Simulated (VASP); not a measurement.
Here is a VASP 6.6.1 calculation.

File INCAR:

```
SYSTEM = WC
AGGAC = 0.0
ALGO = Fast
EDIFF = 1E-6
EDIFFG = -0.01
ENCUT = 600
GGA = CX
IBRION = 2
ISIF = 3
ISMEAR = -1
LASPH = .TRUE.
LCHARG = .FALSE.
LREAL = .FALSE.
LUSE_VDW = .TRUE.
LWAVE = .FALSE.
NELM = 80
NSW = 60
PREC = Accurate
SIGMA = 0.05
```

Contents of KPOINTS:

```
k-points
0
G
  10 10 9
  0 0 0
```

POSCAR

```
WC
1.0
    2.9065000000      0.0000000000      0.0000000000
   -1.4532500000      2.5171028361      0.0000000000
    0.0000000000      0.0000000000      2.8366000000
W C
1 1
Direct
    0.0000000000      0.0000000000      0.0000000000
    0.6666666667      0.3333333333      0.5000000000
```

Potentials or basis: VASP PAW PBE potentials, release 64 (W_sv, C).

Run with:

```sh
$ cat potpaw_PBE.64/W_sv/POTCAR potpaw_PBE.64/C/POTCAR > POTCAR
$ mpirun -np 1 vasp_std > vasp.out
```

Q: What does it give for the relaxed cell?

A: a = 2.908 Å, b = 2.908 Å, c = 2.839 Å, α = 90.00°, β = 90.00°, γ = 120.00°.

Q: Predict the relaxed volume.

A: 10.39 Å³/atom.

Q: What does it give for the space group after relaxing (to 0.05 Å)?

A: P-6m2 (No. 187).

Q: Estimate the band gap on the k mesh.

A: None (metal or under the smearing width).

Final structure:
```
CELL_PARAMETERS angstrom
2.90802 0.00000 0.00000
-1.45401 2.51842 0.00000
0.00000 0.00000 2.83861
ATOMIC_POSITIONS crystal
W 0.00000 0.00000 0.00000
C 0.66667 0.33333 0.50000
```

Caveat: the PAW data sets were made with another functional, which shifts forces and pressure a little. Spin-orbit coupling is left out, which matters for the levels of W.
